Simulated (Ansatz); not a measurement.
# Fe (sc type) under strong compression

```
Fe
1.0
     2.37008    0.00000    0.00000
     0.00000    2.37008    0.00000
     0.00000    0.00000    2.37008
Fe
1
Direct
  0.00000 0.00000 0.00000
```

The cell comes from a relaxation on PAW files under the same functional, begun from a prototype that needn't be the stable phase.

Its volume is scaled at fixed shape and fractional positions.

Level of theory: DFT with PBE, scalar-relativistic, in Ansatz 0.2.0; a Γ-centred 18×18×18 k mesh, Fermi–Dirac smearing of 0.1 eV, spin-polarised from start moments Fe 2.5 μB. LAPW: all electrons, basis error target 1 meV/atom; PAW: frozen-core files, cutoff 420 eV; crystal datasets: all electrons, by PAW datasets that the program makes for each cell; norm-conserving: pseudopotentials, cutoff 1225 eV; PAW (cutoff 1000 eV): frozen-core files, cutoff 1000 eV.

Energies are extrapolated to zero smearing and count from the unscaled cell; pressure is positive in compression; gaps take the mesh and a band path. No temperature or zero-point motion is included.

Other magnetic orders may lie lower.

```tsv
V/V0	V (Å³/atom)	P LAPW (GPa)	ΔE LAPW (eV/atom)	P PAW − LAPW (GPa)	ΔE PAW − LAPW (meV/atom)	moment (μB/cell)
1.00	13.31	-0.12	0.000	0.13	0.0	2.38
0.88	11.72	21.2	0.098	0.00	1.1	2.12
0.78	10.38	48.7	?	-0.70	-1.3	1.63
0.68	9.05	92.6	0.940	-0.06	-9.4	0.00
0.58	7.72	212.5	2.144	0.09	-9.6	0.00
0.50	6.66	397.3	4.104	0.73	-7.3	0.00
0.43	5.72	695.2	7.190	-0.51	-3.8	0.00
```

(1) What belongs in the row "0.78", column "ΔE LAPW (eV/atom)"?

(2) At the smallest volume, how far do crystal datasets and norm-conserving and PAW (cutoff 1000 eV) lie from LAPW in pressure?

(3) How do the Löwdin populations by LAPW change from the unscaled cell to the last row?

(4) Where is the magnetism lost?

Answers

(1) 0.387.

(2) crystal datasets: 0.00 GPa; norm-conserving: -11.05 GPa; PAW (cutoff 1000 eV): -2.01 GPa, on a LAPW pressure of 695.2 GPa.

(3) Fe 3s 1.98 → 1.92, Fe 4s 0.96 → 0.67, Fe 3d 6.86 → 7.32 electrons an atom. These are projections on the shells that the free atoms fill; 0.21 e a cell lies outside them at the start and 0.11 e at the end.

(4) By V/V0 = 0.68 (92.6 GPa) the moment has died away, since the bands widen under compression.
